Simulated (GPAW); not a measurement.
# Ru (P6_3/mmc) in GPAW: notebook

Runs on Ru. Level: PBEsol. Tasks: relaxation of cell and atoms.

All numbers are computed with GPAW 26.7.0; they aren't measurements. Logs are shortened: lines on timing, memory, paths and dates and some standing lists are left out, and cuts for length are marked. The log counts tension as positive stress, the text compression.

### Step 1. The structure

It takes space group P6_3/mmc (No. 194, hexagonal). The conventional cell has a = 2.706 Å, b = 2.706 Å, c = 4.282 Å, α = 90.00°, β = 90.00°, γ = 120.00°. Ru (site symmetry -6m2) has 12 Ru at 2.65 to 2.71 Å as nearest neighbours.

### Step 2. Relaxation of cell and atoms, PBEsol, target pressure 10 GPa, at which the enthalpy is minimised

Contents of run.py:

```python
from ase import Atoms
from ase.filters import FrechetCellFilter
from ase.io import write
from ase.optimize import BFGS
from ase.units import GPa
from gpaw import GPAW, PW, setup_paths

setup_paths.insert(0, '.')

atoms = Atoms(['Ru', 'Ru'],
              cell=[[2.7058, 0.0, 0.0],
                    [-1.3529, 2.3432915376, 0.0],
                    [0.0, 0.0, 4.2819]],
              scaled_positions=[[0.6666666667, 0.3333333333, 0.75],
                                [0.3333333333, 0.6666666667, 0.25]],
              pbc=True)

calc = GPAW(mode=PW(600),
            xc='PBEsol',
            kpts={'size': (8, 8, 5), 'gamma': True},
            occupations={'name': 'fermi-dirac', 'width': 0.05},
            nbands=29,
            convergence={'density': 1e-05, 'forces': 0.0001},
            maxiter=150,
            txt='gpaw.txt')
atoms.calc = calc
opt = BFGS(FrechetCellFilter(atoms, scalar_pressure=10 * GPa), trajectory='relax.traj', logfile='-')
done = opt.run(fmax=0.02, steps=60)
calc.write('gs.gpw')
write('result.traj', atoms)
print('Converged:', done)
print('Cell:', atoms.cell.cellpar().round(4))
print('Volume:', round(atoms.get_volume(), 4))
print(atoms.get_scaled_positions().round(5))
```

Potentials or basis: PAW data sets generated in the run's folder for this functional, pw.

Started as:

```sh
$ gpaw-setup -f PBEsol Ru
$ OMP_NUM_THREADS=1 python run.py
```

gpaw.txt:

```text
__  _  _
 | _ |_)|_||  |
 |__||  | ||/\| - 26.7.0

Input parameters:
  mode=PW(ecut=600.0),
  convergence={'density': 1e-05, 'forces': 0.0001},
  kpts=MonkhorstPack(size=(8, 8, 5), gamma=True),
  maxiter=150,
  nbands=29,
  occupations=Occupations(name='fermi-dirac', width=0.05),
  xc=XC(name='PBEsol')

Diagonalizing LCAO Hamiltonian
Converting LCAO to pw mode

          Ru

        Ru

Atoms  # Å, Bohr magnetons
|   | symbol |         x |        y |        z |    initial magnetic moments |
|---|--------|-----------|----------|----------|-----------------------------|
| 0 |     Ru |  1.352900 | 0.781097 | 3.211425 | ( 0.0000,  0.0000,  0.0000) |
| 1 |     Ru | -0.000000 | 1.562194 | 1.070475 | ( 0.0000,  0.0000,  0.0000) |

Unit cell  # Å
| periodic |         x |        y |        z |  lengths |     angles |
|----------|-----------|----------|----------|----------|------------|
|      yes |  2.705800 | 0.000000 | 0.000000 | 2.705800 |  90.000000 |
|      yes | -1.352900 | 2.343292 | 0.000000 | 2.705800 |  90.000000 |
|      yes |  0.000000 | 0.000000 | 4.281900 | 4.281900 | 120.000000 |

Number of symmetries: 12
Symmetry operations  # r_c * U_cc + t_c -> r_c
|    | kind |            matrix            |
|----|------|------------------------------|
|  0 |  σ   |  1, 1, 0,  0,-1, 0,  0, 0, 1 |
|  1 |  S6  |  1, 1, 0, -1, 0, 0,  0, 0,-1 |
|  2 |  E   |  1, 0, 0,  0, 1, 0,  0, 0, 1 |
|  3 |  C2  |  1, 0, 0, -1,-1, 0,  0, 0,-1 |
|  4 |  C2  |  0, 1, 0,  1, 0, 0,  0, 0,-1 |
|  5 |  C3  |  0, 1, 0, -1,-1, 0,  0, 0, 1 |
|  6 |  S6  |  0,-1, 0,  1, 1, 0,  0, 0,-1 |
|  7 |  σ   |  0,-1, 0, -1, 0, 0,  0, 0, 1 |
|  8 |  σ   | -1, 0, 0,  1, 1, 0,  0, 0, 1 |
|  9 |  i   | -1, 0, 0,  0,-1, 0,  0, 0,-1 |
| 10 |  C3  | -1,-1, 0,  1, 0, 0,  0, 0, 1 |
| 11 |  C2  | -1,-1, 0,  0, 1, 0,  0, 0,-1 |
[... 184 lines left out ...]
          Ru

        Ru

Atoms  # Å, Bohr magnetons
|   | symbol |         x |        y |        z |    initial magnetic moments |
|---|--------|-----------|----------|----------|-----------------------------|
| 0 |     Ru |  1.338982 | 0.773062 | 3.176221 | ( 0.0000,  0.0000,  0.0000) |
| 1 |     Ru | -0.000000 | 1.546123 | 1.058741 | ( 0.0000,  0.0000,  0.0000) |

Unit cell  # Å
| periodic |         x |        y |        z |  lengths |     angles |
|----------|-----------|----------|----------|----------|------------|
|      yes |  2.677964 | 0.000000 | 0.000000 | 2.677964 |  90.000000 |
|      yes | -1.338982 | 2.319185 | 0.000000 | 2.677964 |  90.000000 |
|      yes | -0.000000 | 0.000000 | 4.234961 | 4.234961 | 120.000000 |

Number of symmetries: 12
Symmetry operations  # r_c * U_cc + t_c -> r_c
|    | kind |            matrix            |
|----|------|------------------------------|
|  0 |  σ   |  1, 1, 0,  0,-1, 0,  0, 0, 1 |
|  1 |  S6  |  1, 1, 0, -1, 0, 0,  0, 0,-1 |
|  2 |  E   |  1, 0, 0,  0, 1, 0,  0, 0, 1 |
|  3 |  C2  |  1, 0, 0, -1,-1, 0,  0, 0,-1 |
|  4 |  C2  |  0, 1, 0,  1, 0, 0,  0, 0,-1 |
|  5 |  C3  |  0, 1, 0, -1,-1, 0,  0, 0, 1 |
|  6 |  S6  |  0,-1, 0,  1, 1, 0,  0, 0,-1 |
|  7 |  σ   |  0,-1, 0, -1, 0, 0,  0, 0, 1 |
|  8 |  σ   | -1, 0, 0,  1, 1, 0,  0, 0, 1 |
|  9 |  i   | -1, 0, 0,  0,-1, 0,  0, 0,-1 |
| 10 |  C3  | -1,-1, 0,  1, 0, 0,  0, 0, 1 |
| 11 |  C2  | -1,-1, 0,  0, 1, 0,  0, 0,-1 |
[... 165 lines left out ...]
No gap
No difference between direct/indirect transitions

Stress tensor  # eV/Ang^3
|         x |         y |         z |
|-----------|-----------|-----------|
| -0.020006 |  0.000000 |  0.000000 |
|  0.000000 | -0.020006 | -0.000000 |
|  0.000000 | -0.000000 | -0.018742 |

Forces  # eV/Ang
|        x |       y |        z |
|----------|---------|----------|
|  0.00000 | 0.00000 |  0.00003 |  # Ru   0
| -0.00000 | 0.00000 | -0.00003 |  # Ru   1

Interpolating wave functions to new cell

          Ru

        Ru

Atoms  # Å, Bohr magnetons
|   | symbol |         x |        y |        z |    initial magnetic moments |
|---|--------|-----------|----------|----------|-----------------------------|
| 0 |     Ru |  1.330398 | 0.768105 | 3.155253 | ( 0.0000,  0.0000,  0.0000) |
| 1 |     Ru | -0.000000 | 1.536211 | 1.051751 | ( 0.0000,  0.0000,  0.0000) |

Unit cell  # Å
| periodic |         x |         y |        z |  lengths |     angles |
|----------|-----------|-----------|----------|----------|------------|
|      yes |  2.660795 | -0.000000 | 0.000000 | 2.660795 |  90.000000 |
|      yes | -1.330398 |  2.304316 | 0.000000 | 2.660795 |  90.000000 |
|      yes | -0.000000 |  0.000000 | 4.207004 | 4.207004 | 120.000000 |

Number of symmetries: 12
Symmetry operations  # r_c * U_cc + t_c -> r_c
|    | kind |            matrix            |
|----|------|------------------------------|
|  0 |  σ   |  1, 1, 0,  0,-1, 0,  0, 0, 1 |
|  1 |  S6  |  1, 1, 0, -1, 0, 0,  0, 0,-1 |
|  2 |  E   |  1, 0, 0,  0, 1, 0,  0, 0, 1 |
|  3 |  C2  |  1, 0, 0, -1,-1, 0,  0, 0,-1 |
|  4 |  C2  |  0, 1, 0,  1, 0, 0,  0, 0,-1 |
|  5 |  C3  |  0, 1, 0, -1,-1, 0,  0, 0, 1 |
|  6 |  S6  |  0,-1, 0,  1, 1, 0,  0, 0,-1 |
|  7 |  σ   |  0,-1, 0, -1, 0, 0,  0, 0, 1 |
|  8 |  σ   | -1, 0, 0,  1, 1, 0,  0, 0, 1 |
|  9 |  i   | -1, 0, 0,  0,-1, 0,  0, 0,-1 |
| 10 |  C3  | -1,-1, 0,  1, 0, 0,  0, 0, 1 |
| 11 |  C2  | -1,-1, 0,  0, 1, 0,  0, 0,-1 |
[... 102 lines left out ...]
convergence criteria:
- Maximum integral of absolute [dens]ity change: 1e-05 electrons / valence electron
- Maximum change in the atomic [forces] across last 2 cycles: 0.0001 eV/Ang OR
Maximum error relative to the maximum force is below inf
- Maximum [total energy] change in last 3 cyles: 0.0005 eV / valence electron
- Maximum integral of absolute [eigenst]ate change: 4e-08 eV^2 / valence electron
maximum number of iterations: 150

SCF iterations
|iter     | |      energy | eigst |  dens |force |
|---------|-|-------------|-------|-------|------|
|iter:   1| |  -20.850448 | -2.02 |       |      |
|iter:   2| |  -20.843170 | -4.65 | -1.93 |      |
|iter:   3| |  -20.819396 | -3.45 | -1.99 |      |
|iter:   4| |  -20.820344 | -5.22 | -2.96 |      |
|iter:   5| |  -20.820827c| -5.30 | -3.17 |      |
|iter:   6| |  -20.820830c| -7.77c| -4.08 |      |
|iter:   7| |  -20.820831c| -8.03c| -4.35 |      |
|iter:   8| |  -20.820831c| -9.29c| -5.58c|      |
|iter:   9| |  -20.820831c| -9.84c| -6.06c|-3.96 |
|iter:  10| |  -20.820831c|-10.74c| -6.83c|-4.21c|

Converged in 10 steps
Energy contributions relative to reference atoms: (reference = -246364.077492)

Energy contributions:
  Kinetic:           0.467063
  Coulomb:          -6.233246
  Zero:             -0.447605
  External:          0.000000
  Xc:              -14.602499
  Entropy:          -0.009089
  Spinorbit:         0.000000
  ----------------------------
  Free energy:     -20.825376
  Extrapolated:    -20.820831

dipole moment: (0.000000, 0.000000, 0.000001)  # |e|*Ang

Fermi level: 14.279
Eigenvalues  # (at kpt = [0.000, 0.000, 0.000])
| band index |      eig [eV] | occ [0-2] |
|------------|---------------|-----------|
|          0 |       -58.872 |     2.000 |
|        ... |               |           |
|          9 |         7.694 |     2.000 |
|         10 |        11.484 |     2.000 |
|         11 |        11.484 |     2.000 |
|         12 |        11.683 |     2.000 |
|         13 |        12.227 |     2.000 |
|         14 |        12.227 |     2.000 |
[... 31 lines left out ...]
          Ru

        Ru

Atoms  # Å, Bohr magnetons
|   | symbol |         x |        y |        z |    initial magnetic moments |
|---|--------|-----------|----------|----------|-----------------------------|
| 0 |     Ru |  1.330875 | 0.768381 | 3.156947 | ( 0.0000,  0.0000,  0.0000) |
| 1 |     Ru | -0.000000 | 1.536762 | 1.052316 | ( 0.0000,  0.0000,  0.0000) |

Unit cell  # Å
| periodic |         x |        y |         z |  lengths |     angles |
|----------|-----------|----------|-----------|----------|------------|
|      yes |  2.661749 | 0.000000 | -0.000000 | 2.661749 |  90.000000 |
|      yes | -1.330875 | 2.305142 |  0.000000 | 2.661749 |  90.000000 |
|      yes | -0.000000 | 0.000000 |  4.209263 | 4.209263 | 120.000000 |

Number of symmetries: 12
Symmetry operations  # r_c * U_cc + t_c -> r_c
|    | kind |            matrix            |
|----|------|------------------------------|
|  0 |  σ   |  1, 1, 0,  0,-1, 0,  0, 0, 1 |
|  1 |  S6  |  1, 1, 0, -1, 0, 0,  0, 0,-1 |
|  2 |  E   |  1, 0, 0,  0, 1, 0,  0, 0, 1 |
|  3 |  C2  |  1, 0, 0, -1,-1, 0,  0, 0,-1 |
|  4 |  C2  |  0, 1, 0,  1, 0, 0,  0, 0,-1 |
|  5 |  C3  |  0, 1, 0, -1,-1, 0,  0, 0, 1 |
|  6 |  S6  |  0,-1, 0,  1, 1, 0,  0, 0,-1 |
|  7 |  σ   |  0,-1, 0, -1, 0, 0,  0, 0, 1 |
|  8 |  σ   | -1, 0, 0,  1, 1, 0,  0, 0, 1 |
|  9 |  i   | -1, 0, 0,  0,-1, 0,  0, 0,-1 |
| 10 |  C3  | -1,-1, 0,  1, 0, 0,  0, 0, 1 |
| 11 |  C2  | -1,-1, 0,  0, 1, 0,  0, 0,-1 |
[... 166 lines left out ...]
Stress tensor  # eV/Ang^3
|         x |         y |         z |
|-----------|-----------|-----------|
| -0.061938 |  0.000000 |  0.000000 |
|  0.000000 | -0.061938 |  0.000000 |
|  0.000000 |  0.000000 | -0.063174 |

Forces  # eV/Ang
|        x |        y |        z |
|----------|----------|----------|
|  0.00000 |  0.00000 | -0.00001 |  # Ru   0
| -0.00000 | -0.00000 |  0.00001 |  # Ru   1

# Writing to gs.gpw (mode='')
```

It took 2.2 min on 1 thread of Intel Xeon at 2.50GHz (Skylake/Cascade Lake), shared host; peak memory 0.2 GiB.

Results:

* Free energy: -20.8275 eV
* Relaxed volume: 12.91 Å³/atom
* Relaxed cell: a = 2.662 Å, b = 2.662 Å, c = 4.209 Å, α = 90.00°, β = 90.00°, γ = 120.00°
* Space group after relaxing (to 0.05 Å): P6_3/mmc (No. 194)
* Energy change on relaxing (the enthalpy is what falls): +4.8 meV/atom
* Ionic steps: 4
* Pressure after relaxing: 10.0 GPa
* Band gap on the k mesh: none (metal or under the smearing width)

Step by step:
| step | energy change (eV) | largest force (eV/Å) | pressure (GPa) | volume (Å³) |
| --- | --- | --- | --- | --- |
| 1 | 0.0000 | 0.0000 | -7.46 | 27.15 |
| 2 | -0.0107 | 0.0000 | 3.14 | 26.30 |
| 3 | 0.0117 | 0.0000 | 10.48 | 25.79 |
| 4 | 0.0096 | 0.0000 | 9.99 | 25.83 |

Final structure:
```
Ru
1.0
     2.66175    0.00000    0.00000
    -1.33087    2.30514    0.00000
     0.00000    0.00000    4.20926
Ru
2
Direct
  0.66667 0.33333 0.75000
  0.33333 0.66667 0.25000
```

Caveat: later steps reuse the first step's grids.

### Step 3. Relaxation of cell and atoms, PBEsol, target pressure 20 GPa, at which the enthalpy is minimised

run.py: that of step 2 with these lines changed.

```diff
@@ -26,3 +26,3 @@
 atoms.calc = calc
-opt = BFGS(FrechetCellFilter(atoms, scalar_pressure=10 * GPa), trajectory='relax.traj', logfile='-')
+opt = BFGS(FrechetCellFilter(atoms, scalar_pressure=20 * GPa), trajectory='relax.traj', logfile='-')
 done = opt.run(fmax=0.02, steps=60)
```

Potentials or basis: PAW data sets generated in the run's folder for this functional, pw.

Started as:

```sh
$ gpaw-setup -f PBEsol Ru
$ OMP_NUM_THREADS=1 python run.py
```

It took 2.4 min on 1 thread of Intel Xeon at 2.50GHz (Skylake/Cascade Lake), shared host; peak memory 0.21 GiB.

It converged, with:

```
Free energy                                            : -20.7691 eV
Relaxed volume                                         : 12.61 Å³/atom
Relaxed cell                                           : a = 2.640 Å, b = 2.640 Å, c = 4.178 Å, α = 90.00°, β = 90.00°, γ = 120.00°
Space group after relaxing (to 0.05 Å)                 : P6_3/mmc (No. 194)
Energy change on relaxing (the enthalpy is what falls) : +34.0 meV/atom
Ionic steps                                            : 5
Pressure after relaxing                                : 20.0 GPa
Band gap on the k mesh                                 : none (metal or under the smearing width)
```

Stress tensor (GPa, compression positive):
```
19.87  0.00  0.00
 0.00 19.87  0.00
 0.00  0.00 20.17
```

Step by step:
```tsv
step	energy change (eV)	largest force (eV/Å)	pressure (GPa)	volume (Å³)
1	0.0000	0.0000	-7.46	27.15
2	0.0094	0.0000	9.96	25.83
3	0.0758	0.0000	21.02	25.15
4	0.0680	0.0000	19.97	25.21
5	0.0680	0.0000	19.97	25.21
```

Final structure:
```
Ru
1.0
     2.63968    0.00000    0.00000
    -1.31984    2.28603    0.00000
     0.00000    0.00000    4.17779
Ru
2
Direct
  0.66667 0.33333 0.75000
  0.33333 0.66667 0.25000
```

Levels at points of the mesh, in eV from the Fermi level:
```csv
k point,band 12,band 13,band 14,band 15,band 16,band 17,band 18,band 19,band 20,band 21
"(0.00, 0.00, 0.00)",-2.90,-2.70,-2.13,-2.13,-1.55,-1.55,1.32,1.32,1.37,11.22
"(0.50, 0.50, 0.00)",-3.37,-2.28,-1.92,-1.67,1.63,2.10,2.18,4.50,6.70,11.82
```

Caveat: later steps reuse the first step's grids.

[end of part 1 of 2]
